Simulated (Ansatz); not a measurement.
ZrO2:
```yaml
crystal:
  lattice:
    - [5.12799, 0.00000, 0.00000]
    - [0.00000, 5.21129, 0.00000]
    - [-0.88405, 0.00000, 5.22128]
  atoms:
    - { symbol: Zr, position: [0.27719, 0.04324, 0.20940] }
    - { symbol: Zr, position: [0.72281, 0.54324, 0.29060] }
    - { symbol: Zr, position: [0.72281, 0.95676, 0.79060] }
    - { symbol: Zr, position: [0.27719, 0.45676, 0.70940] }
    - { symbol: O, position: [0.07002, 0.33652, 0.34129] }
    - { symbol: O, position: [0.92998, 0.83652, 0.15871] }
    - { symbol: O, position: [0.92998, 0.66348, 0.65871] }
    - { symbol: O, position: [0.07002, 0.16348, 0.84129] }
    - { symbol: O, position: [0.44863, 0.75772, 0.47964] }
    - { symbol: O, position: [0.55137, 0.25772, 0.02036] }
    - { symbol: O, position: [0.55137, 0.24228, 0.52036] }
    - { symbol: O, position: [0.44863, 0.74228, 0.97964] }
```

Relaxed with PBEsol.

Give the optical modes at the zone centre with their infrared activity from DFPT, plane-wave PAW PBEsol (Ansatz code).

Transverse frequencies, without the LO–TO term; a row sums one degenerate level.

| ω (cm⁻¹) | degeneracy | IR ((D/Å)²/amu) | activity | symmetry |
|---|---|---|---|---|
| 107 | 1 | 0.00 | IR-inactive | Ag |
| 168 | 1 | 0.00 | IR-inactive | Bg |
| 174 | 1 | 0.00 | IR-inactive | Ag |
| 175 | 1 | 0.07 | IR | Au |
| 183 | 1 | 0.00 | IR-inactive | Ag |
| 220 | 1 | 0.00 | IR-inactive | Bg |
| 220 | 1 | 17.24 | IR | Bu |
| 238 | 1 | 0.02 | IR | Au |
| 249 | 1 | 19.20 | IR | Au |
| 297 | 1 | 2.78 | IR | Bu |
| 308 | 1 | 0.00 | IR-inactive | Ag |
| 309 | 1 | 71.77 | IR | Bu |
| 313 | 1 | 0.00 | IR-inactive | Bg |
| 325 | 1 | 0.00 | IR-inactive | Bg |
| 338 | 1 | 0.00 | IR-inactive | Ag |
| 342 | 1 | 30.16 | IR | Au |
| 349 | 1 | 54.90 | IR | Bu |
| 376 | 1 | 0.00 | IR-inactive | Ag |
| 378 | 1 | 0.00 | IR-inactive | Bg |
| 391 | 1 | 52.11 | IR | Au |
| 405 | 1 | 30.81 | IR | Bu |
| 460 | 1 | 0.00 | IR-inactive | Ag |
| 468 | 1 | 18.66 | IR | Au |
| 476 | 1 | 30.80 | IR | Bu |
| 480 | 1 | 0.00 | IR-inactive | Bg |
| 526 | 1 | 0.00 | IR-inactive | Bg |
| 537 | 1 | 0.00 | IR-inactive | Ag |
| 562 | 1 | 14.48 | IR | Au |
| 593 | 1 | 0.00 | IR-inactive | Bg |
| 618 | 1 | 0.00 | IR-inactive | Ag |
| 627 | 1 | 0.13 | IR | Au |
| 704 | 1 | 18.20 | IR | Bu |
| 737 | 1 | 0.00 | IR-inactive | Bg |

How high does the top mode go among those that the LO–TO term moves?

794 cm⁻¹ for q along x, 743 cm⁻¹ for q along y, 707 cm⁻¹ for q along z.

Space group P2_1/c. The PBEsol relaxation kept the symmetry of its start. The run is not spin-polarised.

Potentials: the later of the program's two PAW sets.
